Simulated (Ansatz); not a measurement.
The reference is CaF2 in the fluorite structure (space group Fm-3m, No. 225; a = 5.4205 Å). Axes: x, y, z lie along the cube axes.

The values are results of PBEsol in Ansatz (plane waves to 420 eV, PAW, without spin-orbit coupling), not measurements.

It is then changed as follows: compressive biaxial strain of 1.45 % in the plane normal to [001], as in epitaxy on a mismatched substrate; the out-of-plane cell vector and the atoms relax.

### Question
What happens to the ratio −ε⊥/ε∥, energy relative to the base and in-plane stress?

### Answer
The ratio −ε⊥/ε∥ is 0.58; the energy grows by 3.3 meV/atom; the mean in-plane stress (compression positive) is +2.8 GPa.

Whether these cells are dynamically stable was not tested.

Ansatz is a quantum-chemistry and plane-wave program.
